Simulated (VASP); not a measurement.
# Sr (Imma) in VASP: relaxation of cell and atoms with PBE

Aim: the relaxation of cell and atoms of Sr with PBE.

All numbers are computed with VASP 6.6.1; they aren't measurements. Logs are shortened: lines on timing, memory, paths and dates and some standing lists are left out, and cuts for length are marked.

### Step 1. Starting point

The structure is orthorhombic, space group Imma (No. 74). Conventional cell: a = 5.620 Å, b = 5.720 Å, c = 3.050 Å, α = 90.00°, β = 90.00°, γ = 90.00°. Sr (site symmetry mm2) has 6 Sr at 2.91 to 3.05 Å as nearest neighbours.

This isn't the form of Sr at room conditions, which is fcc.

### Step 2. Relaxation of cell and atoms, PBE

INCAR

```
ALGO = Normal
EDIFF = 1E-6
EDIFFG = -0.01
ENCUT = 520
GGA = PE
IBRION = 2
ISIF = 3
ISMEAR = 0
LASPH = T
LCHARG = F
LREAL = F
LWAVE = F
NELM = 120
NSW = 90
PREC = Accurate
SIGMA = 0.1
```

KPOINTS

```
k-points
0
Gamma
  16 16 16
```

POSCAR

```
Sr
1.0
   -2.8100000000      2.8600000000      1.5250000000
    2.8100000000     -2.8600000000      1.5250000000
    2.8100000000      2.8600000000     -1.5250000000
Sr
2
Direct
    0.8750000000      0.1250000000      0.7500000000
    0.1250000000      0.8750000000      0.2500000000
```

Potentials or basis: VASP PAW PBE potentials, release 64 (Sr_sv).

Run with:

```
cat potpaw_PBE.64/Sr_sv/POTCAR > POTCAR
mpirun -np 1 vasp_std > vasp.out
```

OUTCAR:

```text
EDIFF = 1E-6
   EDIFFG = -0.01
   ENCUT = 520
   GGA = PE
   IBRION = 2
   ISIF = 3
   ISMEAR = 0
   LASPH = T
   LREAL = F
   NELM = 120
   NSW = 90
   PREC = Accurate

 ion  position               nearest neighbor table
   1  0.875  0.125  0.750-   2 2.91   2 2.91   2 2.96   2 2.96   2 3.62   2 3.62   2 3.66   2 3.66
                             2 4.74   2 4.77
   2  0.125  0.875  0.250-   1 2.91   1 2.91   1 2.96   1 2.96   1 3.62   1 3.62   1 3.66   1 3.66
                             1 4.74   1 4.77

  LATTYP: Found a body centered orthorhombic cell.
 ALAT       =     3.0500000000
 B/A-ratio  =     1.8426229508
 C/A-ratio  =     1.8754098361

  Lattice vectors:

 A1 = (   2.8100000000,  -2.8600000000,   1.5250000000)
 A2 = (  -2.8100000000,  -2.8600000000,  -1.5250000000)
 A3 = (   2.8100000000,   2.8600000000,  -1.5250000000)

Analysis of symmetry for initial positions (statically):
=====================================================================
 Subroutine PRICEL returns:
 Original cell was already a primitive cell.

 Routine SETGRP: Setting up the symmetry group for a
 body centered orthorhombic supercell.

 Subroutine GETGRP returns: Found  8 space group operations
 (whereof  4 operations were pure point group operations)
 out of a pool of  8 trial point group operations.

The static configuration has the point symmetry C_2h.
 The point group associated with its full space group is D_2h.

Analysis of symmetry for dynamics (positions and initial velocities):
=====================================================================
 Subroutine PRICEL returns:
 Original cell was already a primitive cell.

 Routine SETGRP: Setting up the symmetry group for a
 body centered orthorhombic supercell.

 Subroutine GETGRP returns: Found  8 space group operations
 (whereof  4 operations were pure point group operations)
 out of a pool of  8 trial point group operations.

The dynamic configuration has the point symmetry C_2h.
 The point group associated with its full space group is D_2h.

 Subroutine INISYM returns: Found  8 space group operations
 (whereof  4 operations are pure point group operations),
 and found     1 'primitive' translations

----------------------------------------------------------------------------------------

                                     Primitive cell

  volume of cell :      49.0233

  direct lattice vectors                    reciprocal lattice vectors
    -2.810000000  2.860000000  1.525000000     0.000000000  0.174825175  0.327868852
     2.810000000 -2.860000000  1.525000000     0.177935943  0.000000000  0.327868852
     2.810000000  2.860000000 -1.525000000     0.177935943  0.174825175  0.000000000

  length of vectors
     4.289676561  4.289676561  4.289676561     0.371566718  0.373040459  0.249449477

  position of ions in fractional coordinates (direct lattice)
     0.875000000  0.125000000  0.750000000
     0.125000000  0.875000000  0.250000000

  ion indices of the primitive-cell ions
   primitive index   ion index
                 1           1
                 2           2

----------------------------------------------------------------------------------------

 KPOINTS: k-points

Automatic generation of k-mesh.
 Grid dimensions read from file:
 generate k-points for:   16   16   16

 Generating k-lattice:

  Cartesian coordinates                     Fractional coordinates (reciprocal lattice)
     0.000000000  0.010926573  0.020491803     0.062500000  0.000000000 -0.000000000
     0.011120996  0.000000000  0.020491803     0.000000000  0.062500000 -0.000000000
     0.011120996  0.010926573  0.000000000     0.000000000  0.000000000  0.062500000

  Length of vectors
     0.023222920  0.023315029  0.015590592

  Shift w.r.t. Gamma in fractional coordinates (k-lattice)
     0.000000000  0.000000000  0.000000000

 Subroutine IBZKPT returns following result:
 ===========================================

 Found    621 irreducible k-points:

 Following reciprocal coordinates:
            Coordinates               Weight
  0.000000  0.000000  0.000000      1.000000
  0.062500  0.000000  0.000000      4.000000
  0.125000  0.000000  0.000000      4.000000
  0.187500 -0.000000  0.000000      4.000000
  0.250000  0.000000  0.000000      4.000000
  0.312500  0.000000  0.000000      4.000000
[... 16 lines left out ...]
 -0.187500  0.062500 -0.000000      8.000000
 -0.125000  0.062500  0.000000      8.000000
 [... further k-points ...]
   k-points           NKPTS =    621   k-points in BZ     NKDIM =    621   number of bands    NBANDS=     14
   number of dos      NEDOS =    301   number of ions     NIONS =      2
   total plane-waves  NPLWV =  32768
   dimension x,y,z NGX =    32 NGY =   32 NGZ =   32
   dimension x,y,z NGXF=    64 NGYF=   64 NGZF=   64
   ions per type =               2
   NGX,Y,Z   is equivalent  to a cutoff of  12.40, 12.40, 12.40 a.u.
   NGXF,Y,Z  is equivalent  to a cutoff of  24.80, 24.80, 24.80 a.u.
 SYSTEM =  unknown system
   PREC   = accura    normal or accurate (medium, high low for compatibility)
   ISTART =      0    job   : 0-new  1-cont  2-samecut
   ICHARG =      2    charge: 1-file 2-atom 10-const
   ISPIN  =      1    spin polarized calculation?
   LNONCOLLINEAR =      F non collinear calculations
   LSORBIT =      F    spin-orbit coupling
   LASPH  =      T    aspherical Exc in radial PAW
   ENCUT  =  520.0 eV  38.22 Ry    6.18 a.u.   7.98  7.98  7.98*2*pi/ulx,y,z
   NELM   =    120;   NELMIN=  2; NELMDL= -5     # of ELM steps
   EDIFF  = 0.1E-05   stopping-criterion for ELM
   LREAL  =      F    real-space projection
   EDIFFG = -.1E-01   stopping-criterion for IOM
   NSW    =     90    number of steps for IOM
   IBRION =      2    ionic relax: 0-MD 1-quasi-New 2-CG
   NFREE  =      1    steps in history (QN), initial steepest desc. (CG)
   ISIF   =      3    stress and relaxation
   ISYM   =      2    0-nonsym 1-usesym 2-fastsym
   POTIM  = 0.5000    time-step for ionic-motion
   TEBEG  =    0.0;   TEEND  =   0.0 temperature during run
   PSTRESS=    0.0 pullay stress
   NELECT =      20.0000    total number of electrons
   NUPDOWN=      -1.0000    fix difference up-down
   EMIN   =  10.00;   EMAX   =-10.00  energy-range for DOS
   EFERMI =   0.00;   METHOD = LEGACY
   ISMEAR =     0;   SIGMA  =   0.10  broadening in eV -4-tet -1-fermi 0-gaus
   EFERMI_NEDOS =   21; number of points for ismear=-14 and -15
   IALGO  =     38    algorithm
   IMIX   =      4    mixing-type and parameters
     AMIX     =   0.40;   BMIX     =  1.00
     AMIX_MAG =   1.60;   BMIX_MAG =  1.00
  volume/ion in A,a.u.               =      24.51       165.41
  Fermi-wavevector in a.u.,A,eV,Ry     =   1.214183  2.294473 20.058253  1.474240
  Thomas-Fermi vector in A             =   2.349611
   LORBIT       =      0    0 simple, 1 ext, 2 COOP (PROOUT), +10 PAW based schemes
   GGA     = PE    functional components
   LHFCALC =     F    Hartree Fock is set to
   AEXX    =    0.0000 exact exchange contribution
   IVDW    =     0    specifies the selected vdW correction
   LEPSILON=     F    determine dielectric tensor
   LRPA    =     F    only Hartree local field effects (RPA)
 conjugate gradient relaxation of ions
 non-spin polarized calculation
 Gauss-broadening in eV      SIGMA  =   0.10
  energy-cutoff  :      520.00
  volume of cell :       49.02
 maximum number of plane-waves:      1342
   NGX = 15   NGY = 15   NGZ = 15

--------------------------------------- Ionic step        1  -------------------------------------------

 number of electron      20.0000000 magnetization

 Free energy of the ion-electron system (eV)
  ---------------------------------------------------
  ext. energy  EPLUGINS =         0.00000000
  ---------------------------------------------------
  free energy    TOTEN  =         0.14278091 eV

  energy without entropy =        0.14787326  energy(sigma->0) =        0.14532709

 E-fermi :   5.1636     XC(G=0): -10.3179

 val. band max:        5.1592858166   @ k =  -0.1875  -0.1250   0.1250
 cond. band min:       5.1700227870   @ k =   0.5000  -0.3750   0.2500
 fundamental gap:      0.0107369704
 Fermi energy:         5.1635899358

 k-point     1 :       0.0000    0.0000    0.0000
  band No.  band energies     occupation
      1     -30.9632      2.00000
      2     -30.1844      2.00000
      3     -13.7933      2.00000
      4     -13.6095      2.00000
      5     -11.7428      2.00000
      6     -11.7227      2.00000
      7     -11.7038      2.00000
      8     -11.5840      2.00000
      9       1.4188      2.00000
     10       2.7156      2.00000
     11       5.8604      0.00000
     12       5.9377      0.00000
     13       6.9479      0.00000
     14      10.3329      0.00000
[... 492 lines left out ...]
  FREE ENERGIE OF THE ION-ELECTRON SYSTEM (eV)
  ---------------------------------------------------
  free  energy   TOTEN  =        -2.7069984482 eV

  energy  without entropy=       -2.6940743633  energy(sigma->0) =       -2.70053641

[... ionic steps 4 to 7 ...]

--------------------------------------- Ionic step        8  -------------------------------------------

 number of electron      19.9999998 magnetization

------------------------ aborting loop because EDIFF is reached ----------------------------------------

  FORCE on cell =-STRESS in cart. coord.  units (eV):
  Direction    XX          YY          ZZ          XY          YZ          ZX
  --------------------------------------------------------------------------------------
  -------------------------------------------------------------------------------------
  Total        0.0813756      0.0389704      0.0334392      0.0000000      0.0000000      0.0000000
  in kB        1.1964078      0.5729534      0.4916320      0.0000000      0.0000000      0.0000000
  external PRESSURE =       0.7536644 kB  Pullay stress =       0.0000000 kB
[... 57 lines left out ...]
  energy  without entropy=       -2.7299212846  energy(sigma->0) =       -2.73994460

--------------------------------------- Ionic step       10  -------------------------------------------

 number of electron      19.9999999 magnetization

 Free energy of the ion-electron system (eV)
  ---------------------------------------------------
  ext. energy  EPLUGINS =         0.00000000
  ---------------------------------------------------
  free energy    TOTEN  =        -2.75003042 eV

  energy without entropy =       -2.72988995  energy(sigma->0) =       -2.73996018

 E-fermi :   1.4466     XC(G=0):  -7.3424

 val. band max:        1.4440760605   @ k =  -0.3125   0.5000   0.2500
 cond. band min:       1.4492819887   @ k =   0.1250   0.3750   0.0000
 fundamental gap:      0.0052059281
 Fermi energy:         1.4465613900

 k-point     1 :       0.0000    0.0000    0.0000
  band No.  band energies     occupation
      1     -35.2336      2.00000
      2     -35.1960      2.00000
      3     -17.3212      2.00000
      4     -17.3207      2.00000
      5     -17.1042      2.00000
      6     -17.1010      2.00000
      7     -17.0848      2.00000
      8     -17.0844      2.00000
      9      -2.0240      2.00000
     10       1.1025      2.00000
     11       2.0697      0.00000
     12       2.5373      0.00000
     13       3.1236      0.00000
     14       4.0737      0.00000
[... 420 lines left out ...]
  FREE ENERGIE OF THE ION-ELECTRON SYSTEM (eV)
  ---------------------------------------------------
  free  energy   TOTEN  =        -2.7500304163 eV

  energy  without entropy=       -2.7298899529  energy(sigma->0) =       -2.73996018

 reached required accuracy - stopping structural energy minimisation
```

Wall time 52 min (1 thread of Intel Xeon Platinum 8488C (Sapphire Rapids), shared host); peak memory 0.53 GiB.

What came out:

```
Free energy                            : -2.7500 eV
Relaxed volume                         : 54.99 Å³/atom
Relaxed cell                           : a = 5.619 Å, b = 5.619 Å, c = 5.619 Å, α = 97.20°, β = 97.23°, γ = 138.48°
Space group after relaxing (to 0.05 Å) : I4_1/amd (No. 141)
Energy gained by relaxing              : 1446.4 meV/atom
Ionic steps                            : 10
Pressure after relaxing                : 0.0 GPa
Band gap on the k mesh                 : none (metal or under the smearing width)
```

Step by step:
```tsv
step	energy change (eV)	largest force (eV/Å)	pressure (GPa)	volume (Å³)
1	0.0000	0.0082	28.66	49.02
2	-2.7238	0.0002	2.88	87.16
3	-2.8498	0.0039	1.19	97.45
4	-2.8684	0.0123	-0.67	120.38
5	-2.8918	0.0089	-0.04	110.46
6	-2.8917	0.0083	0.08	108.89
7	-2.8924	0.0018	0.08	108.95
8	-2.8925	0.0022	0.08	108.97
9	-2.8927	0.0011	0.04	109.47
10	-2.8928	0.0002	0.00	109.97
```

Final structure:
```
Sr
1.0
    -3.71577    3.71476    1.99180
     3.71577   -3.71476    1.99180
     3.71577    3.71476   -1.99180
Sr
2
Direct
  0.87494 0.12494 0.75000
  0.12506 0.87506 0.25000
```

Caveat: the volume moved by over 15 % at a fixed basis, so the end points are rough; the volume moved by +124 % from the deposited cell, more than functionals usually miss. Zero-point motion and thermal expansion aren't in these numbers.
